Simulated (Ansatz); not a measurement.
A plane-wave DFT run in Ansatz 0.2.0 (scalar-relativistic PAW potentials unless the input names others): input and command.

```yaml
crystal:
  lattice:
    - [0.0, 1.964909282, 1.964909282]
    - [1.964909282, 0.0, 1.964909282]
    - [1.964909282, 1.964909282, 0.0]
  atoms:
    - { symbol: Ir, position: [0.0, 0.0, 0.0] }
basis:
  ecutwfc: 420
kpoints:
  mp_grid: { grid: [14, 14, 14] }
hamiltonian:
  xc: pbe
scf:
  occupations: { method: fermi_dirac, width: 0.3 }
  convergence: { dr2_threshold: 1.0e-08 }
output:
  forces: true
  eigenvalues: true
  stress: true
```

```bash
ansatz run input.yaml --threads 1 --pin off --max-ram 1331MiB --backend cpu --events-out ev --progress --plain --runs-dir out
```

Abridged log:
```
Warning: output.stress: scf.convergence.dr2_threshold = 1e-8 eV is looser than the 1e-10 eV advised for a printed stress (1e-10 eV for each atom of the cell: 1). ...
Basis set: ecut = 420 eV, 307 PW (Γ), exchange–correlation on 40×40×40 points (8 copies of the dense FFT grid, shifted against one another)
Bands: 13, of which v1, the nominal top of the filled ones, is band 9 counted from 1 (8 counted from 0)
Symmetry: 48 space group operations
k-points: 104 of 2744
SCF iter   1: F=—  HF=-11935.437394 eV  |F-HF|=—  |Δ(HF+E_count)|=         —  Δρ=4.43e-3  dr2=5.81e-4  ethr=1.77e-3  ⟨swp⟩=5.0  Hψ=6473  notcnv=0
SCF iter   2: F=—  HF=-11935.438077 eV  |F-HF|=—  |Δ(HF+E_count)|=   6.84e-4  Δρ=2.48e-3  dr2=1.61e-4  ethr=3.42e-6  ⟨swp⟩=2.0  Hψ=2660  notcnv=0
SCF iter   3: F=—  HF=-11935.438465 eV  |F-HF|=—  |Δ(HF+E_count)|=   3.87e-4  Δρ=5.26e-4  dr2=3.86e-5  ethr=9.50e-7  ⟨swp⟩=2.0  Hψ=1799  notcnv=0
SCF iter   4: F=—  HF=-11935.438453 eV  |F-HF|=—  |Δ(HF+E_count)|=   1.14e-5  Δρ=1.47e-4  dr2=1.67e-6  ethr=2.27e-7  ⟨swp⟩=2.4  Hψ=1916  notcnv=0
SCF iter   5: F=—  HF=-11935.438455 eV  |F-HF|=—  |Δ(HF+E_count)|=   1.88e-6  Δρ=2.05e-5  dr2=4.88e-8  ethr=9.80e-9  ⟨swp⟩=2.0  Hψ=1787  notcnv=0
SCF iter   6: F=—  HF=-11935.438455 eV  |F-HF|=—  |Δ(HF+E_count)|=  9.84e-10  Δρ=1.16e-5  dr2=1.67e-8  ethr=5.88e-11  ⟨swp⟩=3.9  Hψ=3974  notcnv=0
SCF iter   7: F=-11935.438455 eV  HF=-11935.438455 eV  |F-HF|=3.46e-11  |Δ(HF+E_count)|=   5.46e-9  Δρ=6.90e-7  dr2=6.42e-11  ethr=5.88e-11  ⟨swp⟩=4.0  Hψ=3977  notcnv=0
SCF 1 converged in 7 iterations: F = -11935.438455 eV  dr2 = 6.42e-11
SCF converged after 7 iterations
Free energy (F): -11935.438455 eV
Harris-Foulkes:  -11935.438455 eV  (|F-HF|=3.46e-11)
Internal energy: -11935.108126 eV  (E = F + TS)
E sigma→0 (E₀):  -11935.273291 eV
Entropy (-TS):   -0.330329 eV (-330.329 meV/atom)
Fermi energy:    23.587893 eV
--- Forces (eV/Å), atoms counted from 1 ---
  atom   1  Ir     0.00000000     0.00000000     0.00000000
--- Stress (GPa, compression-positive) ---
      -10.998188       0.000000       0.000000
        0.000000     -10.998188       0.000000
        0.000000       0.000000     -10.998188
  P = ⅓ Tr σ = -10.9982 GPa (-109.982 kbar)
```

Apart from outputs and empty bands, the input differs from a reference run on usual settings in kpoints.mp_grid.grid: [18, 18, 18] → [14, 14, 14]; scf.occupations.method: "gaussian" → "fermi_dirac"; scf.occupations.width: 0.1 → 0.3; scf.convergence.dr2_threshold: not typed → 1e-08. The reference, at the same geometry (not necessarily relaxed), gave pressure -14.11 GPa, largest force 0.000 eV/Å, no gap on the mesh. This run converged in 7 SCF iterations (reference: 6) with an energy at zero smearing 6.03 meV/atom above the reference's, pressure -11.00 GPa, largest force 0.000 eV/Å, no gap on the mesh. Its k mesh and smearing width are looser than usual, and the result moved.